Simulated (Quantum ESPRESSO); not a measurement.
# PbS (Galena) under changes of volume

One of the cells (26.086 Å³/atom); the others are scaled copies at fixed shape and fractional positions:

```
Pb S
1.0
     0.00000    2.96575    2.96575
     2.96575    0.00000    2.96575
     2.96575    2.96575    0.00000
Pb S
1 1
Direct
  0.00000 0.00000 0.00000
  0.50000 0.50000 0.50000
```

- Program: Quantum ESPRESSO 7.5
- Functional: vdW-DF-cx
- Potentials or basis: PseudoDojo 0.4.1 SR PBE standard
- Cutoff: 762 eV
- Density cutoff: 3048 eV
- k mesh: 8 × 8 × 8
- Occupations: fermi-dirac, width 0.05 eV
- Spin: no spin polarisation

| volume (Å³/atom) | energy over the lowest point (meV/atom) | pressure (GPa) | gap on the mesh (eV) |
| --- | --- | --- | --- |
| 24.521 | ? | ? | ? |
| 25.042 | 7.13 | 2.4 | 0.17 |
| 25.564 | 1.45 | 1.1 | 0.25 |
| 26.086 | 0.00 | -0.2 | 0.33 |
| 26.607 | 2.36 | -1.3 | 0.40 |
| 27.129 | 8.14 | -2.3 | 0.46 |
| 27.651 | 16.99 | -3.2 | 0.52 |

Question: What does the run at 24.521 Å³/atom give?

Answer: Energy over the lowest point 17.45 meV/atom; pressure 3.9 GPa; gap on the mesh 0.08 eV.

Worked out: A Birch-Murnaghan fit of order 3 (a polynomial in V^(-2/3)) to the other rows has its minimum at 26.01 Å³/atom with B0 = V·E''(V) = 59 GPa and B' = 4.4. It gives 17.52 meV/atom at 24.521 Å³/atom, against the run's 17.45, and -dE/dV = 4.0 GPa, against 3.9.

Energies are extrapolated to zero smearing.

Caveats: the potentials were made for another functional, which shifts forces and pressure; spin-orbit coupling is left out, which as a rule narrows the gap of such compounds by several tenths of an eV.

A mesh can miss the band edges.
